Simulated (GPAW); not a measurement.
# AlN (P6_3mc) in GPAW: equation of state

Aim: energy against volume of AlN in PBEsol, for its equilibrium volume and stiffness.

All numbers are computed with GPAW 26.7.0; they aren't measurements. Logs are shortened: lines on timing, memory, paths and dates and some standing lists are left out, and cuts for length are marked. The log counts tension as positive stress, the text compression.

## (1) Starting point

It takes space group P6_3mc (No. 186, hexagonal). The conventional cell has a = 3.113 Å, b = 3.113 Å, c = 4.981 Å, α = 90.00°, β = 90.00°, γ = 120.00°. Al (site symmetry 3m) is surrounded by 4 N at 1.89 Å. N (site symmetry 3m) is surrounded by 4 Al at 1.89 Å.

## (2) Equation of state, PBEsol

run.py reads:

```python
from ase import Atoms
from ase.eos import EquationOfState
from ase.io import Trajectory
from ase.units import GPa
from ase.parallel import parprint
from gpaw import GPAW, PW, setup_paths

setup_paths.insert(0, '.')

atoms = Atoms(['Al', 'Al', 'N', 'N'],
              cell=[[3.113, 0.0, 0.0],
                    [-1.5565, 2.695937082, 0.0],
                    [0.0, 0.0, 4.981]],
              scaled_positions=[[0.6666666667, 0.3333333333, 0.5],
                                [0.3333333333, 0.6666666667, 0.0],
                                [0.6666666667, 0.3333333333, 0.88],
                                [0.3333333333, 0.6666666667, 0.38]],
              pbc=True)

traj = Trajectory('eos.traj', 'w')
volumes, energies = [], []
for x in [0.94, 0.96, 0.98, 1.0, 1.02, 1.04, 1.06]:
    a = atoms.copy()
    a.set_cell(atoms.cell * x**(1 / 3), scale_atoms=True)
    calc = GPAW(mode=PW(800),
                xc='PBEsol',
                kpts={'size': (10, 10, 6), 'gamma': True},
                occupations={'name': 'fermi-dirac', 'width': 0.05},
                nbands=18,
                convergence={'density': 1e-05, 'energy': 1e-05},
                maxiter=150,
                txt=f'eos-{x:.2f}.txt')
    a.calc = calc
    energies.append(a.get_potential_energy(force_consistent=True))
    volumes.append(a.get_volume())
    p = -a.get_stress()[:3].mean() / GPa
    calc.write(f'eos-{x:.2f}.gpw')
    traj.write(a)
    parprint(f'{x:.2f} {volumes[-1]:10.4f} A^3 {energies[-1]:14.6f} eV {p:9.3f} GPa', flush=True)

v0, e0, B = EquationOfState(volumes, energies, eos='birchmurnaghan').fit()
parprint(f'V0 = {v0:.4f} A^3, E0 = {e0:.6f} eV, B0 = {B / GPa:.2f} GPa')
```

Potentials or basis: PAW data sets generated in the run's folder for this functional, pw.

Command:

```bash
$ gpaw-setup -f PBEsol Al N
$ OMP_NUM_THREADS=1 mpirun -n 4 gpaw python run.py
```

The log of the run:

```text
__  _  _
 | _ |_)|_||  |
 |__||  | ||/\| - 26.7.0

Input parameters:
  mode=PW(ecut=800.0),
  convergence={'density': 1e-05, 'energy': 1e-05},
  kpts=MonkhorstPack(size=(10, 10, 6), gamma=True),
  maxiter=150,
  nbands=18,
  occupations=Occupations(name='fermi-dirac', width=0.05),
  xc=XC(name='PBEsol')

Diagonalizing LCAO Hamiltonian
Converting LCAO to pw mode

           N

           Al
        N

        Al

Atoms  # Å, Bohr magnetons
|   | symbol |         x |        y |        z |    initial magnetic moments |
|---|--------|-----------|----------|----------|-----------------------------|
| 0 |     Al |  1.524726 | 0.880301 | 2.439659 | ( 0.0000,  0.0000,  0.0000) |
| 1 |     Al | -0.000000 | 1.760602 | 0.000000 | ( 0.0000,  0.0000,  0.0000) |
| 2 |      N |  1.524726 | 0.880301 | 4.293800 | ( 0.0000,  0.0000,  0.0000) |
| 3 |      N | -0.000000 | 1.760602 | 1.854141 | ( 0.0000,  0.0000,  0.0000) |

Unit cell  # Å
| periodic |         x |        y |        z |  lengths |     angles |
|----------|-----------|----------|----------|----------|------------|
|      yes |  3.049452 | 0.000000 | 0.000000 | 3.049452 |  90.000000 |
|      yes | -1.524726 | 2.640903 | 0.000000 | 3.049452 |  90.000000 |
|      yes |  0.000000 | 0.000000 | 4.879318 | 4.879318 | 120.000000 |

Number of symmetries: 6
Symmetry operations  # r_c * U_cc + t_c -> r_c
|   | kind |            matrix            |
|---|------|------------------------------|
| 0 |  σ   |  1, 1, 0,  0,-1, 0,  0, 0, 1 |
| 1 |  E   |  1, 0, 0,  0, 1, 0,  0, 0, 1 |
| 2 |  C3  |  0, 1, 0, -1,-1, 0,  0, 0, 1 |
| 3 |  σ   |  0,-1, 0, -1, 0, 0,  0, 0, 1 |
| 4 |  σ   | -1, 0, 0,  1, 1, 0,  0, 0, 1 |
| 5 |  C3  | -1,-1, 0,  1, 0, 0,  0, 0, 1 |

BZ-sampling:
  Number of BZ points: 600
  Number of IBZ points: 72

  Monkhorst-Pack size: [10, 10, 6]
  Monkhorst-Pack shift: [0.05, 0.05, 0.08333333333333333]

K-points  # in reciprocal-cell coordinates
|     |                                coordinates |     weight |
|-----|--------------------------------------------|------------|
|   0 | (  0.00000000,   0.00000000,   0.00000000) | 0.00166667 |
|   1 | (  0.00000000,   0.00000000,   0.16666667) | 0.00333333 |
|   2 | (  0.00000000,   0.00000000,   0.33333333) | 0.00333333 |
|   3 | (  0.00000000,   0.00000000,   0.50000000) | 0.00166667 |
|   4 | (  0.10000000,   0.00000000,  -0.33333333) | 0.01000000 |
|   5 | (  0.10000000,   0.00000000,  -0.16666667) | 0.01000000 |
|   6 | (  0.10000000,   0.00000000,   0.00000000) | 0.01000000 |
|   7 | (  0.10000000,   0.00000000,   0.16666667) | 0.01000000 |
|   8 | (  0.10000000,   0.00000000,   0.33333333) | 0.01000000 |
|   9 | (  0.10000000,   0.00000000,   0.50000000) | 0.01000000 |
| ... |                                            |            |
|  71 | (  0.50000000,   0.50000000,   0.50000000) | 0.00500000 |

Plane wave coefficients: 2040
Cutoff: 800.0 eV

Spin-components: 1 (collinear spins)
Bands:           18
Projectors:      20
Spin-degeneracy: 2
Datatype:        complex128

Parallelization:
  kpt:    4
  domain: 1
  band:   1

Density:
  Valence electrons: 16.0
  Components: 1
  Grid points: [20 20 32]
  Charge: 0.0  # |e|

Potential:
  Grid points: [20 20 32]

species:
  Al:
    name:    Aluminium
    Z:       13.0
    valence: 3
    core:    10
    charge:  0.0  # [|e|]
    compensation charges:
      type: gauss
      rc: 0.34  # [Å]
      lmax: 2
    cutoffs:
      filter: 1.91  # [Å]
      core: 2.36  # [Å]
    projectors
    | kind |    occ | energy [eV] | rcut [Å] |
    |------|--------|-------------|----------|
    |   3s |  2.000 |      -7.715 |    1.085 |
    |   3p |  1.000 |      -2.689 |    1.085 |
    |    s |        |      19.497 |    1.085 |
    |    p |        |      24.522 |    1.085 |
    |    d |        |       0.000 |    1.085 |

    Using partial waves for Al as LCAO basis

  N:
    name:    Nitrogen
    Z:       7.0
    valence: 5
    core:    2
    charge:  0.0  # [|e|]
    compensation charges:
      type: gauss
      rc: 0.18  # [Å]
      lmax: 2
    cutoffs:
      filter: 1.11  # [Å]
      core: 0.96  # [Å]
    projectors
    | kind |    occ | energy [eV] | rcut [Å] |
    |------|--------|-------------|----------|
    |   2s |  2.000 |     -18.455 |    0.603 |
    |   2p |  3.000 |      -7.035 |    0.529 |
    |    s |        |       8.756 |    0.603 |
    |    p |        |      20.177 |    0.529 |
    |    d |        |       0.000 |    0.577 |

    Using partial waves for N as LCAO basis

Reference energy: -16132.195633  # eV

eigensolver:
  PPCG
  Converge bands: occupied
  niter=2

density mixing:
  MSR1-Mixer
  Pratt-step length: 0.05
  Maximum mixing coefficient: 0.75
  Old densities: 10
  SVD Regularization: 0.005
  Good broyden scale: 1.0
  Trust region scale: 1.0
  Backstep threshold: 4.0
  History deletion threshold: 6.0
  Fourier metric: weight=20.0, sigma=0.015

occupation numbers:
  Fermi-Dirac:
    width: 0.0500  # eV

poisson solver:
  ecut: 6400.0  # eV

xc functional:
  name: PBEsol with 2 nearest neighbor stencil

convergence criteria:
- Maximum integral of absolute [dens]ity change: 1e-05 electrons / valence electron
- Maximum [total energy] change in last 3 cyles: 1e-05 eV / valence electron
- Maximum integral of absolute [eigenst]ate change: 4e-08 eV^2 / valence electron
maximum number of iterations: 150

SCF iterations
|iter     | |      energy | eigst |  dens |
|---------|-|-------------|-------|-------|
|iter:   1| |  -35.266629 | -0.24 |       |
|iter:   2| |  -34.228855 | -2.06 | -0.56 |
|iter:   3| |  -31.100618 | -0.77 | -0.61 |
|iter:   4| |  -31.106972 | -2.83 | -1.26 |
|iter:   5| |  -31.112654 | -3.43 | -1.58 |
|iter:   6| |  -31.112729 | -5.69 | -2.80 |
|iter:   7| |  -31.112742c| -6.52 | -3.21 |
|iter:   8| |  -31.112742c| -8.45c| -4.37 |
|iter:   9| |  -31.112742c| -8.29c| -4.95 |
|iter:  10| |  -31.112742c| -8.99c| -5.28c|

Converged in 10 steps
Energy contributions relative to reference atoms: (reference = -16132.195633)

Energy contributions:
  Kinetic:          48.697837
  Coulomb:         -41.372311
  Zero:              0.153607
  External:          0.000000
  Xc:              -38.591875
  Entropy:          -0.000000
  Spinorbit:         0.000000
  ----------------------------
  Free energy:     -31.112742
  Extrapolated:    -31.112742

dipole moment: (-0.000000, -0.000001, -6.594399)  # |e|*Ang

Fermi level: 7.549
Eigenvalues  # (at kpt = [0.000, 0.000, 0.000])
| band index |      eig [eV] | occ [0-2] |
|------------|---------------|-----------|
|          0 |        -8.880 |     2.000 |
|          1 |        -6.490 |     2.000 |
|          2 |         0.313 |     2.000 |
|          3 |         5.779 |     2.000 |
|          4 |         5.779 |     2.000 |
|          5 |         6.453 |     2.000 |
[... 8 lines left out ...]
|         14 |        20.314 |     0.000 |
|         15 |        20.317 |     0.000 |
|        ... |               |           |
|         17 |        21.754 |     0.000 |

Gap: 4.712 eV
Transition (v -> c):
  (s=0, k=0, n=7, [0.00, 0.00, 0.00]) -> (s=0, k=0, n=8, [0.00, 0.00, 0.00])
No difference between direct/indirect transitions

Stress tensor  # eV/Ang^3
|         x |         y |         z |
|-----------|-----------|-----------|
| -0.095436 | -0.000000 | -0.000000 |
|  0.000000 | -0.095436 | -0.000000 |
| -0.000000 | -0.000000 | -0.102140 |

# Writing to eos-0.94.gpw (mode='')
```

stdout:

```text
0.94    39.2946 A^3     -31.112742 eV    15.649 GPa
0.96    40.1307 A^3     -31.184061 eV    10.314 GPa
0.98    40.9667 A^3     -31.228613 eV     5.481 GPa
1.00    41.8028 A^3     -31.249256 eV     1.105 GPa
1.02    42.6389 A^3     -31.248003 eV    -2.861 GPa
1.04    43.4749 A^3     -31.226835 eV    -6.455 GPa
1.06    44.3110 A^3     -31.187941 eV    -9.710 GPa
V0 = 42.1661 A^3, E0 = -31.251229 eV, B0 = 201.92 GPa
```

eos-0.96.txt:

```text
SCF iterations
|iter     | |      energy | eigst |  dens |
|---------|-|-------------|-------|-------|
|iter:   1| |  -35.258855 | -0.24 |       |
|iter:   2| |  -34.232863 | -2.06 | -0.56 |
|iter:   3| |  -31.172956 | -0.78 | -0.61 |
|iter:   4| |  -31.178552 | -2.85 | -1.26 |
|iter:   5| |  -31.183976 | -3.45 | -1.57 |
|iter:   6| |  -31.184048 | -5.69 | -2.80 |
[... 44 lines left out ...]

Gap: 4.521 eV
Transition (v -> c):
  (s=0, k=0, n=7, [0.00, 0.00, 0.00]) -> (s=0, k=0, n=8, [0.00, 0.00, 0.00])
No difference between direct/indirect transitions

Stress tensor  # eV/Ang^3
|         x |         y |         z |
|-----------|-----------|-----------|
| -0.061816 | -0.000000 | -0.000000 |
| -0.000000 | -0.061816 |  0.000000 |
| -0.000000 |  0.000000 | -0.069488 |

# Writing to eos-0.96.gpw (mode='')
```

It took 1.7 min on 4 MPI ranks of Arm Neoverse V1, shared host; peak memory 0.26 GiB.

What came out:

```yaml
Equilibrium_volume: 10.54 Å³/atom
Bulk_modulus_at_fixed_shape_and_positions: 202 GPa
Pressure_derivative_of_the_bulk_modulus: 4.0
```

Energy against volume, from the lowest point:
```tsv
volume (Å³/atom)	energy (meV/atom)
9.824	34.13
10.033	16.30
10.242	5.16
10.451	0.00
10.660	0.31
10.869	5.61
11.078	15.33
```

Caveat: the cell was scaled at fixed shape and fractional positions, which overstates the stiffness of a crystal with free parameters, most of all of layers and chains.
